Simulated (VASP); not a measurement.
# KI (Fm-3m) in VASP: further runs

Aim: see how the results for KI move with the level of theory and the settings. Levels: r2SCAN, PBEsol. Tasks: relaxation of the atoms, relaxation of cell and atoms.

Everything below comes from runs of VASP 6.6.1. Logs are shortened: lines on timing, memory, paths and dates and some standing lists are left out, and cuts for length are marked.

## Step 1: The structure

It takes space group Fm-3m (No. 225, cubic). The conventional cell has a = 7.066 Å, b = 7.066 Å, c = 7.066 Å, α = 90.00°, β = 90.00°, γ = 90.00°. Around K (site symmetry m-3m) lie 6 I at 3.53 Å. Around I (site symmetry m-3m) lie 6 K at 3.53 Å.

## Step 2: Relaxation of the atoms, r2SCAN (a relaxed cell with its volume scaled by 1.02)

INCAR reads:

```
SYSTEM = KI
ALGO = Normal
EDIFF = 1E-7
EDIFFG = -0.01
ENCUT = 600
IBRION = 2
ISIF = 2
ISMEAR = 0
LASPH = .True.
LCHARG = .False.
LMIXTAU = .True.
LREAL = .False.
LWAVE = .False.
METAGGA = R2SCAN
NELM = 80
NSW = 40
PREC = Accurate
SIGMA = 0.03
```

KPOINTS reads:

```
k-points
0
Gamma
  8 8 8
  0 0 0
```

POSCAR reads:

```
KI                                      
1.0
   -0.0000000000      3.5724559660      3.5724559660
    3.5724559660      0.0000000000      3.5724559660
    3.5724559660      3.5724559660      0.0000000000
  K               I             
     1     1
Direct
     0.0000000000000000    0.0000000000000000    0.0000000000000000
     0.5000000000000000    0.5000000000000000    0.5000000000000000
```

Potentials or basis: VASP PAW PBE potentials, release 64 (K_sv, I).

Launch:

```console
$ cat potpaw_PBE.64/K_sv/POTCAR potpaw_PBE.64/I/POTCAR > POTCAR
$ mpirun -np 1 vasp_std > vasp.out
```

OUTCAR:

```text
SYSTEM = KI
   EDIFF = 1E-7
   EDIFFG = -0.01
   ENCUT = 600
   IBRION = 2
   ISIF = 2
   ISMEAR = 0
   LASPH = .True.
   LREAL = .False.
   METAGGA = R2SCAN
   NELM = 80
   NSW = 40
   PREC = Accurate

 ion  position               nearest neighbor table
   1  0.000  0.000  0.000-   2 3.57   2 3.57   2 3.57   2 3.57   2 3.57   2 3.57
   2  0.500  0.500  0.500-   1 3.57   1 3.57   1 3.57   1 3.57   1 3.57   1 3.57

  LATTYP: Found a face centered cubic cell.
 ALAT       =     7.1449119320

  Lattice vectors:

 A1 = (   0.0000000000,   3.5724559660,   3.5724559660)
 A2 = (   3.5724559660,   0.0000000000,   3.5724559660)
 A3 = (   3.5724559660,   3.5724559660,   0.0000000000)

Analysis of symmetry for initial positions (statically):
=====================================================================
 Subroutine PRICEL returns:
 Original cell was already a primitive cell.

 Routine SETGRP: Setting up the symmetry group for a
 face centered cubic supercell.

 Subroutine GETGRP returns: Found 48 space group operations
 (whereof 48 operations were pure point group operations)
 out of a pool of 48 trial point group operations.

The static configuration has the point symmetry O_h .

Analysis of symmetry for dynamics (positions and initial velocities):
=====================================================================
 Subroutine PRICEL returns:
 Original cell was already a primitive cell.

 Routine SETGRP: Setting up the symmetry group for a
 face centered cubic supercell.

 Subroutine GETGRP returns: Found 48 space group operations
 (whereof 48 operations were pure point group operations)
 out of a pool of 48 trial point group operations.

The dynamic configuration has the point symmetry O_h .

 Subroutine INISYM returns: Found 48 space group operations
 (whereof 48 operations are pure point group operations),
 and found     1 'primitive' translations

----------------------------------------------------------------------------------------

                                     Primitive cell

  volume of cell :      91.1865

  direct lattice vectors                    reciprocal lattice vectors
     0.000000000  3.572455966  3.572455966    -0.139959738  0.139959738  0.139959738
     3.572455966  0.000000000  3.572455966     0.139959738 -0.139959738  0.139959738
     3.572455966  3.572455966  0.000000000     0.139959738  0.139959738 -0.139959738

  length of vectors
     5.052215678  5.052215678  5.052215678     0.242417377  0.242417377  0.242417377

  position of ions in fractional coordinates (direct lattice)
     0.000000000  0.000000000  0.000000000
     0.500000000  0.500000000  0.500000000

  ion indices of the primitive-cell ions
   primitive index   ion index
                 1           1
                 2           2

----------------------------------------------------------------------------------------

 KPOINTS: k-points

Automatic generation of k-mesh.
 Grid dimensions read from file:
 generate k-points for:    8    8    8

 Generating k-lattice:

  Cartesian coordinates                     Fractional coordinates (reciprocal lattice)
    -0.017494967  0.017494967  0.017494967     0.125000000  0.000000000  0.000000000
     0.017494967 -0.017494967  0.017494967     0.000000000  0.125000000  0.000000000
     0.017494967  0.017494967 -0.017494967     0.000000000  0.000000000  0.125000000

  Length of vectors
     0.030302172  0.030302172  0.030302172

  Shift w.r.t. Gamma in fractional coordinates (k-lattice)
     0.000000000  0.000000000  0.000000000

 Subroutine IBZKPT returns following result:
 ===========================================

 Found     29 irreducible k-points:

 Following reciprocal coordinates:
            Coordinates               Weight
  0.000000  0.000000  0.000000      1.000000
  0.125000  0.000000  0.000000      8.000000
  0.250000  0.000000  0.000000      8.000000
  0.375000  0.000000  0.000000      8.000000
  0.500000  0.000000  0.000000      4.000000
  0.125000  0.125000  0.000000      6.000000
[... 16 lines left out ...]
  0.500000  0.250000  0.125000     48.000000
 -0.375000  0.250000  0.125000     24.000000
 [... further k-points ...]
   k-points           NKPTS =     29   k-points in BZ     NKDIM =     29   number of bands    NBANDS=     12
   number of dos      NEDOS =    301   number of ions     NIONS =      2
   total plane-waves  NPLWV =  64000
   dimension x,y,z NGX =    40 NGY =   40 NGZ =   40
   dimension x,y,z NGXF=    80 NGYF=   80 NGZF=   80
   ions per type =               1   1
   NGX,Y,Z   is equivalent  to a cutoff of  13.16, 13.16, 13.16 a.u.
   NGXF,Y,Z  is equivalent  to a cutoff of  26.32, 26.32, 26.32 a.u.
 SYSTEM =  KI
   PREC   = accura    normal or accurate (medium, high low for compatibility)
   ISTART =      0    job   : 0-new  1-cont  2-samecut
   ICHARG =      2    charge: 1-file 2-atom 10-const
   ISPIN  =      1    spin polarized calculation?
   LNONCOLLINEAR =      F non collinear calculations
   LSORBIT =      F    spin-orbit coupling
   LASPH  =      T    aspherical Exc in radial PAW
   ENCUT  =  600.0 eV  44.10 Ry    6.64 a.u.  10.09 10.09 10.09*2*pi/ulx,y,z
   NELM   =     80;   NELMIN=  2; NELMDL= -5     # of ELM steps
   EDIFF  = 0.1E-06   stopping-criterion for ELM
   LREAL  =      F    real-space projection
   EDIFFG = -.1E-01   stopping-criterion for IOM
   NSW    =     40    number of steps for IOM
   IBRION =      2    ionic relax: 0-MD 1-quasi-New 2-CG
   NFREE  =      1    steps in history (QN), initial steepest desc. (CG)
   ISIF   =      2    stress and relaxation
   ISYM   =      2    0-nonsym 1-usesym 2-fastsym
   POTIM  = 0.5000    time-step for ionic-motion
   TEBEG  =    0.0;   TEEND  =   0.0 temperature during run
   PSTRESS=    0.0 pullay stress
   NELECT =      16.0000    total number of electrons
   NUPDOWN=      -1.0000    fix difference up-down
   EMIN   =  10.00;   EMAX   =-10.00  energy-range for DOS
   EFERMI =   0.00;   METHOD = LEGACY
   ISMEAR =     0;   SIGMA  =   0.03  broadening in eV -4-tet -1-fermi 0-gaus
   EFERMI_NEDOS =   21; number of points for ismear=-14 and -15
   IALGO  =     38    algorithm
   IMIX   =      4    mixing-type and parameters
     AMIX     =   0.40;   BMIX     =  1.00
     AMIX_MAG =   1.60;   BMIX_MAG =  1.00
  volume/ion in A,a.u.               =      45.59       307.68
  Fermi-wavevector in a.u.,A,eV,Ry     =   0.916512  1.731956 11.428804  0.839993
  Thomas-Fermi vector in A             =   2.041375
   LORBIT       =      0    0 simple, 1 ext, 2 COOP (PROOUT), +10 PAW based schemes
   METAGGA = R2SCAN    functional components
   LHFCALC =     F    Hartree Fock is set to
   AEXX    =    0.0000 exact exchange contribution
   IVDW    =     0    specifies the selected vdW correction
   LEPSILON=     F    determine dielectric tensor
   LRPA    =     F    only Hartree local field effects (RPA)
 conjugate gradient relaxation of ions
 non-spin polarized calculation
 Gauss-broadening in eV      SIGMA  =   0.03
  energy-cutoff  :      600.00
  volume of cell :       91.19
 maximum number of plane-waves:      3071
   NGX = 21   NGY = 21   NGZ = 21

 number of electron      16.0000000 magnetization

 Free energy of the ion-electron system (eV)
  ---------------------------------------------------
  ext. energy  EPLUGINS =         0.00000000
  ---------------------------------------------------
  free energy    TOTEN  =       -33.98440245 eV

  energy without entropy =      -33.98440245  energy(sigma->0) =      -33.98440245

 E-fermi :  -0.6945     XC(G=0):  -7.3784

 val. band max:       -0.9251795628   @ k =   0.0000   0.0000   0.0000
 cond. band min:       3.5986002520   @ k =   0.0000   0.0000   0.0000
 fundamental gap:      4.5237798148
 Fermi energy:        -0.6944836984

 k-point     1 :       0.0000    0.0000    0.0000
  band No.  band energies     occupation
      1     -30.6434      2.00000
      2     -13.3546      2.00000
      3     -13.3546      2.00000
      4     -13.3546      2.00000
      5     -11.6878      2.00000
      6      -0.9252      2.00000
      7      -0.9252      2.00000
      8      -0.9252      2.00000
      9       3.5986      0.00000
     10       6.1382      0.00000
     11       6.1382      0.00000
     12       6.1382      0.00000

 k-point     2 :       0.1250    0.0000    0.0000
  band No.  band energies     occupation
      1     -30.6431      2.00000
      2     -13.3743      2.00000
      3     -13.3549      2.00000
      4     -13.3548      2.00000
      5     -11.6499      2.00000
      6      -1.1587      2.00000
      7      -0.9738      2.00000
      8      -0.9738      2.00000
      9       3.9623      0.00000
     10       6.0412      0.00000
     11       6.3094      0.00000
     12       6.3094      0.00000

 k-point     3 :       0.2500    0.0000    0.0000
  band No.  band energies     occupation
      1     -30.6425      2.00000
      2     -13.4190      2.00000
      3     -13.3555      2.00000
      4     -13.3555      2.00000
      5     -11.5607      2.00000
      6      -1.6303      2.00000
      7      -1.0860      2.00000
      8      -1.0860      2.00000
      9       4.6495      0.00000
     10       6.1570      0.00000
     11       6.7588      0.00000
     12       6.7588      0.00000
[... 286 lines left out ...]
 k-point    23 :       0.5000    0.2500    0.1250
  band No.  band energies     occupation
      1     -30.6417      2.00000
      2     -13.4370      2.00000
      3     -13.3685      2.00000
      4     -13.3597      2.00000
      5     -11.4867      2.00000
      6      -1.9125      2.00000
      7      -1.3708      2.00000
      8      -1.2521      2.00000
      9       5.4718      0.00000
     10       6.1362      0.00000
     11       6.9716      0.00000
     12       7.8858      0.00000

 k-point    24 :      -0.3750    0.2500    0.1250
  band No.  band energies     occupation
      1     -30.6415      2.00000
      2     -13.4438      2.00000
      3     -13.3688      2.00000
      4     -13.3616      2.00000
      5     -11.4677      2.00000
      6      -1.9703      2.00000
      7      -1.4416      2.00000
      8      -1.2864      2.00000
      9       5.5863      0.00000
     10       6.4467      0.00000
     11       7.0700      0.00000
     12       7.9848      0.00000

 [... further k-points ...]

------------------------ aborting loop because EDIFF is reached ----------------------------------------

  FORCE on cell =-STRESS in cart. coord.  units (eV):
  Direction    XX          YY          ZZ          XY          YZ          ZX
  --------------------------------------------------------------------------------------
  -------------------------------------------------------------------------------------
  Total       -0.1419898     -0.1419898     -0.1419898      0.0000000      0.0000000      0.0000000
  in kB       -2.4948084     -2.4948084     -2.4948084      0.0000000      0.0000000      0.0000000
  external PRESSURE =      -2.4948084 kB  Pullay stress =       0.0000000 kB

 VOLUME and BASIS-vectors are now :
 -----------------------------------------------------------------------------
  energy-cutoff  :      600.00
  volume of cell :       91.19
      direct lattice vectors                 reciprocal lattice vectors
     0.000000000  3.572455966  3.572455966    -0.139959738  0.139959738  0.139959738
     3.572455966  0.000000000  3.572455966     0.139959738 -0.139959738  0.139959738
     3.572455966  3.572455966  0.000000000     0.139959738  0.139959738 -0.139959738

 POSITION                                       TOTAL-FORCE (eV/Angst)
 -----------------------------------------------------------------------------------
      0.00000      0.00000      0.00000        -0.000000     -0.000000     -0.000000
      3.57246      3.57246      3.57246         0.000000      0.000000      0.000000
 -----------------------------------------------------------------------------------
    total drift:                                0.000000     -0.000000     -0.000000

  FREE ENERGIE OF THE ION-ELECTRON SYSTEM (eV)
  ---------------------------------------------------
  free  energy   TOTEN  =       -33.9844024495 eV

  energy  without entropy=      -33.9844024495  energy(sigma->0) =      -33.98440245

 reached required accuracy - stopping structural energy minimisation
```

It took 2.4 min on 1 thread of Intel Xeon Platinum 8559C (Emerald Rapids), shared host; peak memory 0.27 GiB.

Results:

```
Free energy             : -33.9844 eV
Pressure after relaxing : -0.2 GPa
Band gap on the k mesh  : 4.52 eV, direct
```

Final structure:
```cif
data_structure
_symmetry_space_group_name_H-M 'P 1'
_symmetry_Int_Tables_number 1
_cell_length_a 5.0522
_cell_length_b 5.0522
_cell_length_c 5.0522
_cell_angle_alpha 60.000
_cell_angle_beta 60.000
_cell_angle_gamma 60.000
_cell_volume 91.19
loop_
_atom_site_label
_atom_site_type_symbol
_atom_site_fract_x
_atom_site_fract_y
_atom_site_fract_z
_atom_site_occupancy
K1 K 0.00000 0.00000 0.00000 1
I1 I 0.50000 0.50000 0.50000 1
```

Levels at points of the mesh, in eV from the valence-band top:
```
           k point  band 6  band 7  band 8  band 9  band 10  band 11
(0.00, 0.00, 0.00)    0.00    0.00    0.00    4.52     7.06     7.06
(0.50, 0.00, 0.00)   -1.24   -0.31   -0.31    5.99     8.23     8.70
(0.50, 0.50, 0.00)   -0.97   -0.36   -0.36    5.43     6.42     8.80
```

Caveat: the relaxation stopped at its first step, so nothing moved; the PAW data sets were made with another functional, which shifts forces and pressure a little; spin-orbit coupling is left out, which moves the levels of the heavy elements.

[end of part 1 of 2]
